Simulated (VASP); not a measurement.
## AgI: the relaxed cell at several levels

Which functional gives the lattice of AgI as experiment finds it, and is a dearer one worth its cost? The levels: PBE, LDA and PBE + D3(BJ). The start is a cell from a database of measured crystal structures.

Program: VASP 6.6.1. Level of theory: PBE; plane waves and PAW (Ag, I), in the first sound run; inputs show where later runs differ. Results are calculated unless marked as measured.

Report form: the programs' logs are mostly left out.

## (1) Set-up

Before any relaxation, the start is as follows. The structure is hexagonal, space group P6_3mc (No. 186). Conventional cell: a = 4.598 Å, b = 4.598 Å, c = 7.514 Å, α = 90.00°, β = 90.00°, γ = 120.00°. Nearest to Ag lie 4 I at 2.78 to 2.83 Å. Nearest to I lie 4 Ag at 2.78 to 2.83 Å. Farther neighbours and most contacts between anions are not listed.

## (2) Relaxation with PBE

The start need not lie at this functional's minimum. ISIF = 3 frees volume, shape and positions, and EDIFFG sets the threshold on forces and stress at which the search stops. PBE, the usual starting point, adds the gradient of the density.

File INCAR:

```
SYSTEM = AgI
PREC = Accurate
ENCUT = 520
EDIFF = 1E-06
NELM = 100
ISMEAR = -1
SIGMA = 0.05
LREAL = .FALSE.
ALGO = Normal
GGA = PE
NBANDS = 24
LASPH = .TRUE.
LORBIT = 11
LWAVE = .FALSE.
LCHARG = .FALSE.
KPAR = 2
IBRION = 2
NSW = 60
ISIF = 3
EDIFFG = -0.01
```

File POSCAR:

```
AgI
1.0
    4.5980000000      0.0000000000      0.0000000000
   -2.2990000000      3.9819848066      0.0000000000
    0.0000000000      0.0000000000      7.5140000000
Ag I
2 2
Direct
    0.3333333333      0.6666666667      0.6300000000
    0.6666666667      0.3333333333      0.1300000000
    0.3333333333      0.6666666667      0.0000000000
    0.6666666667      0.3333333333      0.5000000000
```

File KPOINTS:

```
Automatic mesh
0
Gamma
6 6 3
0 0 0
```

Potentials, in the order of the species: Ag and I (PBE family, release 64).

On the command line:

```console
$ mpirun -np 2 vasp_std
```

It took 53 s on 2 MPI ranks of Intel Xeon 6975P-C (Granite Rapids), shared host; peak memory 0.55 GiB.

The gap is read on the k-mesh alone, so it is an upper bound where the band edges lie off the mesh. The run keeps the 12 symmetry operations of its start, so it cannot find a distortion of lower symmetry.

The steps of the relaxation:

```
step  energy less that of the first step (eV)  largest force (eV/Å)  pressure (GPa)  volume (Å³)
   1                                   0.0000                0.0948            1.67       137.58
   2                                  -0.0410                0.0264            0.04       144.83
   3                                  -0.0411                0.0249            0.10       145.06
   4                                  -0.0412                0.0213            0.07       145.08
   5                                  -0.0414                0.0130            0.05       145.12
   6                                  -0.0415                0.0040            0.03       145.22
   7                                  -0.0417                0.0025            0.02       145.40
```

```
conventional cell, symmetrised  before  after  change
                         a (Å)   4.598  4.676  +1.7 %
                         b (Å)   4.598  4.676  +1.7 %
                         c (Å)   7.514  7.679  +2.2 %
              volume (Å³/atom)   34.39  36.35  +5.7 %
```

The atoms that moved most (Å, as changes of fractional coordinates times the final cell):

```
atom     dx     dy      dz  length
  I3  0.000  0.000   0.014   0.014
 Ag2  0.000  0.000  -0.014   0.014
 Ag1  0.000  0.000  -0.014   0.014
  I4  0.000  0.000   0.014   0.014
```

Final coordinates:

```xyz
4
Lattice="4.6760 0.0000 0.0000 -2.3380 4.0495 0.0000 0.0000 0.0000 7.6787" Properties=species:S:1:pos:R:3 pbc="T T T"
Ag    0.0000    2.6997    4.8236
Ag    2.3380    1.3498    0.9842
I     0.0000    2.6997    0.0140
I     2.3380    1.3498    3.8533
```

Numbers from this step:

```
electrons                       : 36
bands                           : 24
irreducible k-points            : 14
symmetry operations             : 12
free energy (TOTEN)             : -9.579 eV
Fermi energy                    : 3.197 eV
pressure                        : 0.01828 GPa
metallic                        : no
valence top at k                : 0, 0, 0
conduction bottom at k          : 0, 0, 0
least direct gap at k           : 0, 0, 0
SCF cycles over all ionic steps : 49
gap on the k-mesh               : 1.366 eV
least direct gap on the k-mesh  : 1.366 eV
```

It ends with a largest force of 0.002 eV/Å and a pressure of 0.02 GPa. The volume lies +5.7 % from that of the database's start. The conventional cell has a = 4.676 and c = 7.679 Å.

## (3) Relaxation with LDA

This step: LDA; plane waves and PAW (Ag, I) (VASP 6.6.1).

LDA, the lowest rung, knows the local density alone.

INCAR, as its differences from that of step 2:

```diff
@@ -9,3 +9,3 @@
 ALGO = Normal
-GGA = PE
+GGA = CA
 NBANDS = 24
```

POSCAR is that of step 2.

KPOINTS is that of step 2.

On the command line:

```console
$ mpirun -np 2 vasp_std
```

Elapsed: 55 s, on 2 MPI ranks; peak memory 0.45 GiB.

The PAW data sets were made with PBE, though LDA sets exist; this is a small mismatch.

The steps of the relaxation:

```
step  energy less that of the first step (eV)  largest force (eV/Å)  pressure (GPa)  volume (Å³)
   1                                   0.0000                0.0877           -2.37       137.58
   2                                  -0.0772                0.0551            0.19       127.68
   3                                  -0.0774                0.0576            0.03       128.13
   4                                  -0.0781                0.0182            0.01       128.18
   5                                  -0.0782                0.0122            0.01       128.18
   6                                  -0.0782                0.0116            0.00       128.21
   7                                  -0.0784                0.0092           -0.02       128.28
   8                                  -0.0785                0.0051           -0.06       128.43
   9                                  -0.0785                0.0035           -0.02       128.31
```

```
conventional cell, symmetrised  before  after  change
                         a (Å)   4.598  4.489  -2.4 %
                         b (Å)   4.598  4.489  -2.4 %
                         c (Å)   7.514  7.353  -2.1 %
              volume (Å³/atom)   34.39  32.08  -6.7 %
```

The atoms that moved most (Å, as changes of fractional coordinates times the final cell):

```
atom     dx     dy      dz  length
 Ag2  0.000  0.000  -0.015   0.015
  I3  0.000  0.000   0.015   0.015
  I4  0.000  0.000   0.015   0.015
 Ag1  0.000  0.000  -0.015   0.015
```

The relaxed structure:

```
Ag I
1.0
     4.48868    0.00000    0.00000
    -2.24434    3.88731    0.00000
     0.00000    0.00000    7.35320
Ag I
2 2
Cartesian
  0.0000 2.5915 4.6173
  2.2443 1.2958 0.9407
  0.0000 2.5915 0.0152
  2.2443 1.2958 3.6918
```

This step gave:

```yaml
free_energy_toten: -12.33 eV
fermi_energy: 4.184 eV
pressure: -0.02188 GPa
scf_cycles_over_all_ionic_steps: 62
gap_on_the_k_mesh: 1.115 eV
least_direct_gap_on_the_k_mesh: 1.115 eV
```

It ends at 32.08 Å³/atom, -6.7 % from the start, with -0.02 GPa left. The conventional cell has a = 4.489 and c = 7.353 Å.

## (4) Relaxation with PBE + D3(BJ)

This step: PBE with D3(BJ); plane waves and PAW (Ag, I) (VASP 6.6.1).

A dispersion term adds the long-range attraction that semilocal functionals lack. D3 with Becke-Johnson damping keeps a finite attraction at short range.

INCAR, as its differences from that of step 3:

```diff
@@ -9,3 +9,4 @@
 ALGO = Normal
-GGA = CA
+GGA = PE
+IVDW = 12
 NBANDS = 24
```

POSCAR is that of step 3.

KPOINTS is that of step 3.

On the command line:

```console
$ mpirun -np 2 vasp_std
```

Wall time 31 s (2 MPI ranks); peak memory 0.56 GiB; 59 s of CPU time.

Relaxation path:

```
step  energy less that of the first step (eV)  largest force (eV/Å)  pressure (GPa)  volume (Å³)
   1                                   0.0000                0.0933           -0.09       137.58
   2                                  -0.0032                0.0259           -0.02       137.18
   3                                  -0.0034                0.0073            0.02       137.06
```

```
conventional cell, symmetrised  before  after  change
                         a (Å)   4.598  4.577  -0.5 %
                         b (Å)   4.598  4.577  -0.5 %
                         c (Å)   7.514  7.555  +0.5 %
              volume (Å³/atom)   34.39  34.26  -0.4 %
```

The relaxed structure:

```
Ag I
1.0
     4.57700    0.00000    0.00000
    -2.28850    3.96380    0.00000
     0.00000    0.00000    7.55472
Ag I
2 2
Direct
  0.33333 0.66667 0.62923
  0.66667 0.33333 0.12923
  0.33333 0.66667 0.00077
  0.66667 0.33333 0.50077
```

It ends at 34.26 Å³/atom, -0.4 % from the start, with 0.02 GPa left. The conventional cell has a = 4.577 and c = 7.555 Å. Against plain PBE, the dispersion term moves a by -2.1 % and c by -1.6 %.

## (5) The cells as a table

This step: relaxed cells at several levels; plane waves and PAW (VASP 6.6.1).

No new run; the numbers come from the runs before.

Lengths are those of the conventional cell; cost is the wall time of each run, as given at its step, times its ranks, without the set-up around it. Results by level, by row:

```
       level  volume (Å³/atom)  change from the start (%)  a (Å)  c (Å)  cost (core minutes)
         PBE             36.35                        5.7  4.676  7.679                 1.77
         LDA             32.08                       -6.7  4.489  7.353                 1.83
PBE + D3(BJ)             34.26                       -0.4  4.577  7.555                 1.03
```

## (6) Outcome

| Item | Value |
| --- | --- |
| volume, PBE | 36.35 Å³/atom |
| volume, LDA | 32.08 Å³/atom |
| volume, PBE + D3(BJ) | 34.26 Å³/atom |

In words: For AgI the levels give volumes between 32.08 Å³/atom (LDA) and 36.35 Å³/atom (PBE), a spread of 13.3 %, while the cost of the finished runs spans a factor of 1.8. Against the volume of the start, a cell from experiment, PBE + D3(BJ) comes nearest (-0.4 %) and LDA lies farthest (-6.7 %); thermal expansion is in that cell alone. Within 2 % of it: PBE + D3(BJ). The costs hold the number of ionic steps as well as the price of the functional. Against the listed lengths the levels give a from -2.4 % to +1.7 % and c from -2.1 % to +2.2 %. Adding D3(BJ) to PBE changes the volume by -5.7 % (a by -2.1 % and c by -1.6 %). Within 0.02 Å all end in space group P6_3mc; the runs can't lower the symmetry of the start. Each is a single relaxation on the plane waves of the start cell, so larger changes of volume carry a basis-set error that was not tested here. Zero-point and thermal expansion are not included.

[Lines on the potential files, build, host, timing and source positions are cut from VASP's logs without a mark.]

[Logs are printed without paths, hosts, clocks, repeated set-up lines and the standing remarks that a program may print on its own settings, such as how far it seeks lower states.]

[Hosts, paths, dates, database ids (printed as entryN), source tags and the programs' standing remarks are cut or masked in the printed files.]

[A measured line is paired with the nearest computed mode of its activity, which favours agreement.]

[In band tables of VASP the shares of atoms and orbitals are scaled to a sum of 1 inside the atoms' spheres.]
